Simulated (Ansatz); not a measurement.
# TiSi2 (Fddd) in Ansatz: notebook

One crystal, TiSi2, is run at these levels: LDA, PBEsol, PBE; tasks: relaxation of cell and atoms, single point.

Program: Ansatz 0.2.0. These are calculated values, not measurements. Logs are shortened: lines on timing, memory, paths and dates and some standing lists are left out, and cuts for length are marked.

## Step 1: The structure

Symmetry: Fddd, No. 70, orthorhombic system. Conventional cell: a = 4.779 Å, b = 8.235 Å, c = 8.526 Å, α = 90.00°, β = 90.00°, γ = 90.00°. Ti (site symmetry 222) is surrounded by 10 Si at 2.55 to 2.78 Å. Around Si (site symmetry 2) lie 5 Si at 2.52 to 2.79 Å and 5 Ti at 2.55 to 2.78 Å.

The cell is a database's computed one.

## Step 2: Relaxation of cell and atoms, LDA

File input.yaml:

```yaml
crystal:
  lattice:
    - [0.0, 4.1175163063, 4.2628978354]
    - [2.3895119538, 0.0, 4.2628978354]
    - [2.3895119538, 4.1175163063, 0.0]
  atoms:
    - { symbol: Ti, position: [0.75, 0.75, 0.75] }
    - { symbol: Ti, position: [0.5, 0.5, 0.5] }
    - { symbol: Si, position: [0.41256561, 0.08743439, 0.41256561] }
    - { symbol: Si, position: [0.08743439, 0.41256561, 0.08743439] }
    - { symbol: Si, position: [0.16256561, 0.83743439, 0.16256561] }
    - { symbol: Si, position: [0.83743439, 0.16256561, 0.83743439] }
hamiltonian:
  xc: lda
  pseudopotentials: { kind: paw }
kpoints:
  mp_grid: { grid: [7, 7, 7] }
scf:
  occupations: { method: fermi_dirac, width: 0.05 }
output:
  forces: true
  stress: true
  eigenvalues: true
relax:
  f_tol: 0.01
  max_steps: 40
  cell: { stress_tol: 0.05 }
```

Potentials or basis: Ansatz PAW.

Command:

```sh
$ ansatz run input.yaml --threads 2 --pin off --max-ram 5632MiB --backend cpu --events-out ev --progress --plain --runs-dir out
```

The program printed:

```text
Warning: RAYON_NUM_THREADS=2 ignored (pool sized by the plan → 2); use --threads N
Engine: ansatz 0.2.0, x86_64-unknown-linux-gnu
Pseudopotentials: kind: paw
Pseudopotential: Ti, paw, valence charge 12, recommended cutoff 420 eV (normal), Ti.paw.azcp
Pseudopotential: Si, paw, valence charge 4, recommended cutoff 420 eV (normal), Si.paw.azcp
Functional definition: SPW92
  exchange = slater_x
  correlation = pw_c
Crystal: 6 atoms, lattice volume = 83.884 Å³
Basis set: ecut = 420 eV, 1617 PW (Γ)
Bands: 26, of which v1, the nominal top of the filled ones, is band 20 counted from 1 (19 counted from 0)
Symmetry: 8 space group operations
Space group: Fddd (ITA 70), of the structure as read, at distance tolerance 4.4e-5 Å
k-points: 64 of 343
Non-local potential: Ti, projectors of the file, l = 0: 3, l = 1: 2, l = 2: 3, l = 3: 1
Non-local potential: Si, projectors of the file, l = 0: 2, l = 1: 2, l = 2: 2
PAW form: soft (Blöchl's): semilocal exchange-correlation on the pseudo side does not see the compensation charge
PAW frozen core: Ti, regenerated for the run's functional, and the local potential with it (the file was generated under x = pbe(κ = 0.804, μ = 0.2195149727645171), c = pbe(β = 0.06672455060314922))
PAW frozen core: Si, regenerated for the run's functional, and the local potential with it (the file was generated under x = pbe(κ = 0.804, μ = 0.2195149727645171), c = pbe(β = 0.06672455060314922))
PAW one-centre angular grid: Ti, 590 points (default); XC on 64 Gauss nodes
PAW one-centre angular grid: Si, 110 points (default); XC on 64 Gauss nodes
Initial density: superposition of atomic densities (neutral atoms: chi_scale 0, normalization atom), corrected by the library's trained network
Initial wavefunctions: pseudopotential atomic-orbital guess
Functional: x = slater, c = lda
SCF iter   1: F=—  HF=-7339.174912 eV  |F-HF|=—  |Δ(HF+E_count)|=         —  Δρ=6.61e-3  dr2=5.44e-2  ethr=1.77e-3  ⟨swp⟩=6.2  Hψ=8367  notcnv=0  defer=2
preconditioner: auto → Kerker (q_TF=auto, 2.412 Å⁻¹)  [metal: Δε(μ)=0.003 eV  Ē_g=6.294 eV  σ=0.050 eV  W_gap=0.02  n_scr=16 (ndim 8)  ℏωp=19.9 eV  f_vac=0.000  D(μ)=2.42/eV (n_scr^D=16)]
SCF iter   2: F=—  HF=-7339.166389 eV  |F-HF|=—  |Δ(HF+E_count)|=   8.52e-3  Δρ=3.64e-3  dr2=1.32e-2  ethr=1.36e-4  ⟨swp⟩=2.0  Hψ=2508  notcnv=0  defer=17
SCF iter   3: F=—  HF=-7339.163404 eV  |F-HF|=—  |Δ(HF+E_count)|=   2.99e-3  Δρ=7.62e-4  dr2=7.03e-4  ethr=3.29e-5  ⟨swp⟩=2.5  Hψ=2542  notcnv=0  defer=17
SCF iter   4: F=—  HF=-7339.163231 eV  |F-HF|=—  |Δ(HF+E_count)|=   1.72e-4  Δρ=1.49e-4  dr2=1.69e-5  ethr=1.76e-6  ⟨swp⟩=2.2  Hψ=2206  notcnv=0  defer=17
SCF iter   5: F=—  HF=-7339.163228 eV  |F-HF|=—  |Δ(HF+E_count)|=   3.80e-6  Δρ=2.69e-5  dr2=4.45e-7  ethr=4.22e-8  ⟨swp⟩=2.1  Hψ=2360  notcnv=0  defer=17
SCF iter   6: F=-7339.163228 eV  HF=-7339.163228 eV  |F-HF|=7.51e-9  |Δ(HF+E_count)|=   6.89e-8  Δρ=4.16e-6  dr2=1.33e-8  ethr=2.50e-10  ⟨swp⟩=6.6  Hψ=6846  notcnv=0
SCF 1 converged in 6 iterations: F = -7339.163228 eV  dr2 = 1.33e-8
relax step   1: F+E_penalty+E_count = -7339.16322754 eV  Δ(F+E_penalty+E_count) = +0.000e0 eV  max|allowed force component| = 6.437e-2 eV/Å  Δτ_max = 0.0000 Å  P = -5.122 GPa  Ω = 83.884 Å³  (6 SCF iters, dr2 threshold 1.00e-7 eV, accepted)
Crystal: 6 atoms, lattice volume = 80.551 Å³
Basis set: ecut = 420 eV, 1589 PW (Γ)
Initial density: handed on by an earlier stage of this run
Initial wavefunctions: those handed on with the density
iter 1 solved again at ethr=3.17e-5 eV; its pass at ethr=3.10e-3 eV (dr2=1.27e-2 eV) is discarded
SCF iter   1: F=—  HF=-7339.214479 eV  |F-HF|=—  |Δ(HF+E_count)|=         —  Δρ=2.82e-3  dr2=1.26e-2  ethr=3.17e-5  ⟨swp⟩=1.1  Hψ=9770  notcnv=0
preconditioner: auto → Kerker (q_TF=auto, 2.428 Å⁻¹)  [metal: Δε(μ)=0.007 eV  Ē_g=6.508 eV  σ=0.050 eV  W_gap=0.04  n_scr=16 (ndim 8)  ℏωp=20.3 eV  f_vac=0.000  D(μ)=2.29/eV (n_scr^D=16)]
SCF iter   2: F=—  HF=-7339.212308 eV  |F-HF|=—  |Δ(HF+E_count)|=   2.17e-3  Δρ=1.46e-3  dr2=3.46e-3  ethr=3.15e-5  ⟨swp⟩=1.1  Hψ=1673  notcnv=0
SCF iter   3: F=—  HF=-7339.211255 eV  |F-HF|=—  |Δ(HF+E_count)|=   1.05e-3  Δρ=2.92e-4  dr2=1.18e-4  ethr=8.66e-6  ⟨swp⟩=2.5  Hψ=2346  notcnv=0
SCF iter   4: F=—  HF=-7339.211222 eV  |F-HF|=—  |Δ(HF+E_count)|=   3.26e-5  Δρ=7.75e-5  dr2=4.76e-6  ethr=2.96e-7  ⟨swp⟩=2.0  Hψ=2394  notcnv=0
iter 5 did not close the SCF: its close was put off for the readings that it lacked (scf_convergence_deferred on its scf_iter line)
[... 82 lines left out ...]
iter 1 solved again at ethr=5.30e-8 eV; its pass at ethr=3.10e-3 eV (dr2=2.12e-5 eV) is discarded
SCF iter   1: F=—  HF=-7339.214326 eV  |F-HF|=—  |Δ(HF+E_count)|=         —  Δρ=5.10e-7  dr2=3.65e-11  ethr=5.30e-8  ⟨swp⟩=3.0  Hψ=12353  notcnv=0
eigensolver tolerance schedule: the retry pair's looser diagonalisation over-reported the residual by 580842.33 of it (diagonalisation noise at an unbounded share of the residual, at the tolerance the schedule requests for it); recorded, not acted on — ethr = c·dr2/N_el stays at c = 1.0e-1
SCF iter   2: F=—  HF=-7339.214324 eV  |F-HF|=—  |Δ(HF+E_count)|=   1.86e-6  Δρ=2.70e-7  dr2=2.55e-11  ethr=1.00e-12  ⟨swp⟩=3.0  Hψ=3572  notcnv=0
iter 3 did not close the SCF: its close was put off for the readings that it lacked (scf_convergence_deferred on its scf_iter line)
SCF iter   3: F=-7339.214324 eV  HF=-7339.214324 eV  |F-HF|=1.82e-12  |Δ(HF+E_count)|=  5.46e-12  Δρ=9.47e-8  dr2=4.46e-12  ethr=1.00e-12  ⟨swp⟩=1.0  Hψ=1664  notcnv=0
iter 4 did not close the SCF: its close was put off for the readings that it lacked (scf_convergence_deferred on its scf_iter line)
SCF iter   4: F=-7339.214324 eV  HF=-7339.214324 eV  |F-HF|=1.82e-12  |Δ(HF+E_count)|=  1.82e-12  Δρ=1.41e-8  dr2=8.26e-14  ethr=1.00e-12  ⟨swp⟩=1.0  Hψ=1664  notcnv=0
iter 5 did not close the SCF: its close was put off for the readings that it lacked (scf_convergence_deferred on its scf_iter line)
SCF iter   5: F=-7339.214324 eV  HF=-7339.214324 eV  |F-HF|=9.09e-13  |Δ(HF+E_count)|=  3.64e-12  Δρ=5.93e-9  dr2=3.08e-14  ethr=1.00e-12  ⟨swp⟩=1.0  Hψ=1664  notcnv=0
iter 6 did not close the SCF: its close was put off for the readings that it lacked (scf_convergence_deferred on its scf_iter line)
SCF iter   6: F=-7339.214324 eV  HF=-7339.214324 eV  |F-HF|=1.82e-12  |Δ(HF+E_count)|=    0.00e0  Δρ=2.13e-9  dr2=3.15e-15  ethr=1.00e-12  ⟨swp⟩=1.0  Hψ=1664  notcnv=0
SCF iter   7: F=-7339.214324 eV  HF=-7339.214324 eV  |F-HF|=0.00e0  |Δ(HF+E_count)|=    0.00e0  Δρ=5.92e-10  dr2=5.35e-16  ethr=1.00e-12  ⟨swp⟩=1.0  Hψ=3626  notcnv=0
SCF 9 converged in 7 iterations: F = -7339.214324 eV  dr2 = 5.35e-16
relax step   9: F+E_penalty+E_count = -7339.21432407 eV  Δ(F+E_penalty+E_count) = +8.132e-6 eV  max|allowed force component| = 1.187e-5 eV/Å  Δτ_max = 0.0000 Å  P = -0.001 GPa  Ω = 80.944 Å³  stress off target by 1.24e-3 GPa  SCF on the basis re-selected at this cell (its energy is not comparable with the rows above)  (7 SCF iters)
basis re-selected at this cell: Δ(F+E_penalty+E_count) = +8.132e-6 eV, ΔP = -0.000 GPa vs the last step (what re-selecting the basis moved, of the pressure what is left beyond the Pulay correction that the steps carried, after the strain that the cell walked since its last selection, with what the two solves' SCF thresholds leave and, on support functions, any second-order correction that the steps lacked; it is no measure of the basis error at this ecutwfc). This SCF's stress stands 1.24e-3 GPa from its target on what of the cell is left free (relax.cell.stress_tol is 5.00e-2 GPa) and its largest allowed force component is 1.19e-5 eV/Å (relax.f_tol is 1.00e-2 eV/Å): within both
SCF converged after 7 iterations
Free energy (F): -7339.214324 eV
Harris-Foulkes:  -7339.214324 eV  (|F-HF|=0.00e0)
Internal energy: -7339.195261 eV  (E = F + TS)
E sigma→0 (E₀):  -7339.204792 eV
Entropy (-TS):   -0.019063 eV (-3.177 meV/atom)
Fermi energy:    12.894017 eV
--- Per-component energies (eV) ---
  E_band       = -196.467532
  E_kinetic    = 725.609356
  E_local      = -2001.089185  (includes V_loc(G=0)·N_el)
  E_nonlocal   = 130.079250
  E_hartree    = 875.176624
  E_xc         = -422.879446
  E_vxc        = -445.292564  (∫ρ·V_xc dr)
  E_paw        = -3943.129514  (= ΣΔE_a)
  E_vpaw       = -356.127849  (= ΣTr[D̂ρ^β])
  E_aug_tail   = 0.000214  (compensation charges beyond the density's cutoff)
  E_ewald      = -2703.951783
  E_core_change = 0.989224  (= ΣΔE_core)
  E_smearing   = -0.019063  (= −TS)
  E_closure    = -0.000000  (closes the sum)
  Σ components = -7339.214324   (vs F -7339.214324, Δ=0.00e0)
--- Forces (eV/Å), atoms counted from 1 ---
  atom   1  Ti     0.00000000     0.00000000     0.00000000
  atom   2  Ti     0.00000000    -0.00000000     0.00000000
  atom   3  Si     0.00000000     0.00001187     0.00000000
  atom   4  Si     0.00000000    -0.00001187     0.00000000
  atom   5  Si     0.00000000     0.00001187     0.00000000
  atom   6  Si     0.00000000    -0.00001187     0.00000000
  max |Σ_I F_I| component: 1.39e-17 eV/Å
--- Stress (GPa, compression-positive) ---
       -0.001236       0.000000      -0.000000
        0.000000      -0.000353       0.000000
       -0.000000       0.000000      -0.000239
  P = ⅓ Tr σ = -0.0006 GPa (-0.006 kbar)
--- Band table (eV; the first three rows and the last of 64) ---
  k-point 0: bands = ["-42.6379", "-42.6021", "-19.3672", "-19.3450", "-19.2581", "-19.2407", "-19.2164", "-19.2124", "0.1540", "6.0735", "7.2440", "7.4196", "7.8209", "9.0485", "9.1826", "10.3614", "10.5796", "10.9328", "11.1830", "11.5669", "11.9417", "15.0090", "16.1536", "16.4300", "16.4482", "16.5262"]
  k-point 1: bands = ["-42.6365", "-42.6034", "-19.3663", "-19.3442", "-19.2643", "-19.2407", "-19.2164", "-19.2116", "0.3754", "5.8185", "6.3200", "7.3129", "8.1910", "9.0974", "9.5840", "10.1499", "10.7248", "10.8976", "11.6251", "11.7188", "11.9399", "14.7916", "15.9890", "16.0469", "16.2460", "16.4089"]
  k-point 2: bands = ["-42.6329", "-42.6068", "-19.3675", "-19.3385", "-19.2811", "-19.2386", "-19.2182", "-19.2082", "1.0105", "4.9417", "5.4226", "7.2078", "8.0063", "8.7962", "9.8439", "10.3413", "11.1547", "11.5675", "11.8219", "12.1249", "12.7525", "14.2553", "15.5324", "15.6155", "15.8480", "15.8860"]
  k-point 63: bands = ["-42.6206", "-42.6189", "-19.3339", "-19.3209", "-19.2968", "-19.2813", "-19.2130", "-19.2092", "2.2472", "2.2803", "6.3170", "7.3559", "8.2569", "9.6353", "9.8302", "10.3118", "11.2082", "11.4619", "11.8624", "11.8700", "13.8153", "13.8840", "15.1246", "15.6669", "16.0715", "16.2212"]
--- Relaxed structure (7 steps of the walk, 7 accepted, 2 SCFs on fresh bases) ---
  F+E_penalty+E_count = -7339.21432407 eV   max|allowed force component| = 1.187e-5 eV/Å   (the final SCF, on the basis selected at the relaxed cell)
  cell:  # Å, volume = 80.9441 Å³
    - [4.668426097387453e-18, 4.052767213877606, 4.2250764853015985]
    - [2.3635716815744687, 4.329369173983967e-33, 4.2250764853015985]
    - [2.3635716815744687, 4.052767213877606, 2.616825548222977e-18]
  atoms:
    - { symbol: Ti, position: [0.7499999999999997, 0.7500000000000001, 0.7500000000000001] }
    - { symbol: Ti, position: [0.5, 0.5, 0.5] }
    - { symbol: Si, position: [0.41403215293993884, 0.08596784706006116, 0.4140321529399389] }
    - { symbol: Si, position: [0.08596784706006111, 0.4140321529399389, 0.08596784706006122] }
    - { symbol: Si, position: [0.1640321529399389, 0.8359678470600611, 0.1640321529399389] }
    - { symbol: Si, position: [0.835967847060061, 0.164032152939939, 0.8359678470600609] }
```

Wall time 40 s (2 threads of Intel Xeon at 2.70GHz, shared host); peak memory 0.46 GiB.

What came out:

* Free energy: -7339.2143 eV
* Relaxed volume: 13.49 Å³/atom
* Relaxed cell: a = 5.855 Å, b = 4.841 Å, c = 4.692 Å, α = 75.76°, β = 53.27°, γ = 50.96°
* Space group after relaxing (to 0.05 Å): Fddd (No. 70)
* Energy gained by relaxing: 8.5 meV/atom
* Ionic steps: 9
* Pressure after relaxing: 0.0 GPa
* Band gap on the k mesh: none (metal or under the smearing width)

Step by step:
```
step  energy change (eV)  largest force (eV/Å)  volume (Å³)
   1              0.0000                0.0644        83.88
   2             -0.0480                0.0135        80.55
   3             -0.0517                0.0220        80.96
   4             -0.0519                0.0166        80.96
   5             -0.0519                0.0033        80.97
   6             -0.0520                0.0019        80.96
   7             -0.0511                0.0018        80.96
   8             -0.0511                0.0000        80.94
   9             -0.0511                0.0000        80.94
```

Final structure:
```xyz
6
Lattice="0.0000 4.0528 4.2251 2.3636 0.0000 4.2251 2.3636 4.0528 0.0000" Properties=species:S:1:pos:R:3 pbc="T T T"
Ti    3.5454    6.0792    6.3376
Ti    2.3636    4.0528    4.2251
Si    1.1818    3.3560    2.1125
Si    1.1818    0.6968    2.1125
Si    2.3636    1.3296    4.2251
Si    2.3636    6.7760    4.2251
```

Levels at points of the mesh, in eV from the Fermi level:
| k point | band 18 | band 19 | band 20 | band 21 | band 22 | band 23 |
| --- | --- | --- | --- | --- | --- | --- |
| (0.00, 0.00, 0.00) | -1.96 | -1.71 | -1.33 | -0.95 | 2.11 | 3.26 |

Caveat: the plane-wave basis is chosen anew once the cell has moved, so the energies of steps on either side of that aren't comparable; the PAW data sets come from PBE, with cores solved anew for the run's functional, which leaves a small shift of forces and pressure.

(Continued in part 2 of 2.)
